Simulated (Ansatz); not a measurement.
input.yaml

```yaml
crystal:
  lattice:
    - [5.1540864214, 0.0, 0.0]
    - [0.0, 3.3754899881, 0.0]
    - [0.0, 0.0, 5.6197139615]
  atoms:
    - { symbol: Si, position: [0.3212470393, 0.75, 0.0840781272] }
    - { symbol: Si, position: [0.1787529607, 0.25, 0.5840781272] }
    - { symbol: Si, position: [0.8212470393, 0.75, 0.4159218728] }
    - { symbol: Si, position: [0.6787529607, 0.25, 0.9159218728] }
    - { symbol: Ni, position: [0.0082175891, 0.25, 0.1884869317] }
    - { symbol: Ni, position: [0.4917824109, 0.75, 0.6884869317] }
    - { symbol: Ni, position: [0.5082175891, 0.25, 0.3115130683] }
    - { symbol: Ni, position: [0.9917824109, 0.75, 0.8115130683] }
basis:
  ecutwfc: 420
kpoints:
  mp_grid: { grid: [8, 10, 6] }
  band_path:
    path:
      - [[0.0, 0.0, 0.0], [0.5, 0.0, 0.0], [0.5, 0.5, 0.0], [0.0, 0.5, 0.0], [0.0, 0.0, 0.0], [0.0, 0.0, 0.5], [0.5, 0.0, 0.5], [0.5, 0.5, 0.5], [0.0, 0.5, 0.5], [0.0, 0.0, 0.5]]
      - [[0.5, 0.0, 0.0], [0.5, 0.0, 0.5]]
      - [[0.0, 0.5, 0.0], [0.0, 0.5, 0.5]]
      - [[0.5, 0.5, 0.0], [0.5, 0.5, 0.5]]
    npoints: 14
hamiltonian:
  xc: pbe
scf:
  occupations: { method: gaussian, width: 0.1 }
  n_extra_bands: 20
output:
  forces: true
  stress: true
  eigenvalues: true
  populations: true
  dos: { projected: true, de: 0.02, nscf_kmesh: { grid: [12, 15, 9] } }
  bader: true
```

Launched with
```bash
ansatz run input.yaml --threads 2 --pin off --max-ram 5120MiB --backend cpu --events-out ev --progress --plain --runs-dir out
```

Method: Ansatz, DFT PBE, scalar-relativistic, plane waves, PAW.

From the run's log, abridged (final results; tables in files aren't shown):

```
SCF 1 converged in 6 iterations: F = -25906.162032 eV  dr2 = 4.25e-8
SCF converged after 6 iterations
Free energy (F): -25906.162032 eV
Harris-Foulkes:  -25906.162033 eV  (|F-HF|=9.86e-9)
Internal energy: -25906.154107 eV  (E = F + TS)
E sigma→0 (E₀):  -25906.158070 eV
Entropy (-TS):   -0.007926 eV (-0.991 meV/atom)
Fermi energy:    14.547636 eV
--- Per-component energies (eV) ---
  E_band       = -1316.118852
  E_kinetic    = 1308.940126
  E_local      = -17898.015626  (includes V_loc(G=0)·N_el)
  E_nonlocal   = 2636.293587
  E_hartree    = 7691.468613
  E_xc         = -568.773492
  E_vxc        = -636.422180  (∫ρ·V_xc dr)
  E_paw        = -8568.495316  (= ΣΔE_a)
  E_vpaw       = -2109.857314  (= ΣTr[D̂ρ^β])
  E_aug_tail   = 0.002201  (compensation charges beyond the density's cutoff)
  E_ewald      = -10507.574199
  E_smearing   = -0.007926  (= −TS)
--- Forces (eV/Å), atoms counted from 1 ---
  atom   1  Si     0.00041654     0.00000000     0.00061770
  atom   2  Si    -0.00041654     0.00000000     0.00061770
  atom   3  Si     0.00041654     0.00000000    -0.00061770
  atom   4  Si    -0.00041654     0.00000000    -0.00061770
  atom   5  Ni     0.00254613     0.00000000     0.00044002
  atom   6  Ni    -0.00254613     0.00000000     0.00044002
  atom   7  Ni     0.00254613     0.00000000    -0.00044002
  atom   8  Ni    -0.00254613     0.00000000    -0.00044002
--- Stress (GPa, compression-positive) ---
        0.006055       0.000000       0.000000
        0.000000      -0.002376       0.000000
        0.000000       0.000000       0.008373
  P = ⅓ Tr σ = 0.0040 GPa (0.040 kbar)
--- Band table (eV; the first three rows and the last of 120) ---
  k-point 0: bands = ["-89.3508", "-89.3473", "-89.3464", "-89.3430", "-49.8108", "-49.8064", "-49.7888", "-49.7813", "-49.7506", "-49.7504", "-49.7326", "-49.7276", "-49.7175", "-49.7125", "-49.7057", "-49.7025", "1.5943", "4.9308", "6.1971", "6.7846", "8.0573", "8.5493", "10.2053", "10.5698", "10.6545", "10.7122", "10.7329", "10.7549", "10.9681", "11.2584", "11.4732", "11.5831", "11.7648", "11.9287", "12.1764", "12.2450", "12.3447", "12.4234", "12.4772", "12.6256", "12.7186", "13.3969", "13.4144", "13.6157", "15.1619", "15.7922", "17.8397", "18.3625", "18.5685", "19.0654", "19.3481", "20.5445", "20.8066", "21.2099", "21.3299", "21.4494", "22.8916", "23.4948", "24.2862", "24.3823", "24.6434 ...
  k-point 1: bands = ["-89.3507", "-89.3480", "-89.3458", "-89.3432", "-49.8105", "-49.8067", "-49.7883", "-49.7818", "-49.7506", "-49.7504", "-49.7324", "-49.7281", "-49.7171", "-49.7128", "-49.7054", "-49.7027", "1.7199", "4.3761", "6.5739", "6.8430", "7.9819", "8.9275", "9.8288", "10.5083", "10.5794", "10.6123", "10.6821", "10.9739", "10.9921", "11.3107", "11.4821", "11.5287", "11.8669", "11.9896", "12.1573", "12.1797", "12.1833", "12.3979", "12.4126", "12.6141", "12.9235", "13.2762", "13.6138", "13.8041", "15.3618", "16.1340", "17.3006", "18.4468", "18.6349", "18.7482", "18.9480", "20.5414", "20.9739", "21.3092", "21.3408", "21.5925", "23.2408", "23.2455", "23.5187", "23.8444", "23.9816" ...
  k-point 2: bands = ["-89.3503", "-89.3489", "-89.3449", "-89.3435", "-49.8097", "-49.8075", "-49.7869", "-49.7832", "-49.7506", "-49.7505", "-49.7316", "-49.7292", "-49.7159", "-49.7135", "-49.7048", "-49.7033", "2.0918", "3.4888", "7.0028", "7.0702", "7.8674", "8.9665", "9.6713", "10.3471", "10.6422", "10.7168", "10.7486", "10.9801", "11.2056", "11.4326", "11.4432", "11.5413", "11.7760", "11.7956", "11.9978", "12.0333", "12.2065", "12.4297", "12.5716", "12.5978", "12.9895", "13.1543", "13.7528", "14.5651", "15.2670", "16.3985", "16.9266", "17.8451", "18.5945", "18.8352", "19.4086", "20.4809", "20.7740", "20.8336", "21.3781", "21.5809", "22.2888", "22.9279", "23.3257", "23.4949", "24.2079" ...
  k-point 119: bands = ["-89.3468", "-89.3468", "-89.3468", "-89.3468", "-49.7982", "-49.7982", "-49.7982", "-49.7982", "-49.7290", "-49.7290", "-49.7290", "-49.7290", "-49.7220", "-49.7220", "-49.7220", "-49.7220", "5.9576", "5.9576", "5.9576", "5.9576", "8.0781", "8.0781", "8.0781", "8.0781", "10.8903", "10.8903", "10.8903", "10.8903", "11.2957", "11.2957", "11.2957", "11.2957", "11.9927", "11.9927", "11.9927", "11.9927", "12.4029", "12.4029", "12.4029", "12.4029", "12.6886", "12.6886", "12.6886", "12.6886", "17.0432", "17.0432", "17.0432", "17.0432", "18.0170", "18.0170", "18.0170", "18.0170", "20.4735", "20.4735", "20.4735", "20.4735", "21.1301", "21.1301", "21.1301", "21.1301", "26.6696 ...
--- Löwdin populations: 8 sites ---
  site symbol q [e]
     0     Si      4.2594
     1     Si      4.2594
     2     Si      4.2594
     3     Si      4.2594
     4     Ni     17.4940
     5     Ni     17.4940
     6     Ni     17.4940
     7     Ni     17.4940
  spilling = 0.011210 (of n_electrons = 88.000000)
--- Bader charges: 8 sites ---
  site symbol charge [e]  shift [e]
     0     Si      0.4429     0.0085
     1     Si      0.4429     0.0085
     2     Si      0.4429     0.0085
     3     Si      0.4429     0.0085
     4     Ni     -0.4429     0.0085
     5     Ni     -0.4429     0.0085
     6     Ni     -0.4429     0.0085
     7     Ni     -0.4429     0.0085
  estimated error of the sums over rays = 8.2e-4 e
```

The run converged.

Time: 4.1 min on 2 threads of Intel(R) Xeon(R) Processor @ 2.50GHz (Skylake/Cascade Lake), with other jobs on the host, peak memory 1.2 GiB.